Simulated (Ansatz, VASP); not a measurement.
## Mg: VASP beside Ansatz

```
Mg
1.0
     0.00000    2.24426    2.24426
     2.24426    0.00000    2.24426
     2.24426    2.24426    0.00000
Mg
1
Cartesian
  0.0000 0.0000 0.0000
```

This isn't the form of Mg at room conditions, which is hcp.

Alike in both runs: task single point; functional LDA; k mesh 18 × 18 × 18; no spin polarisation.

```csv
,VASP,Ansatz
version,VASP 6.6.1,Ansatz 0.2.0
potentials or method,"VASP PAW LDA potentials, release 64 (Mg)","scalar-relativistic, plane waves, PAW"
plane-wave cutoff (eV),520,420
occupations,"methfessel-paxton of order 1, width 0.15 eV","cold, width 0.05 eV"
valence electrons in the cell,2,10
```

|  | VASP | Ansatz | Ansatz less VASP |
| --- | --- | --- | --- |
| gap on the k mesh at the Fermi level (eV) | none | none | - |
| pressure (GPa) | -1.7 | -1.3 | +0.33 |

A gap of «none» marks a metal or a gap that the smearing closes. The two sets of potentials don't hold the same shells in valence.
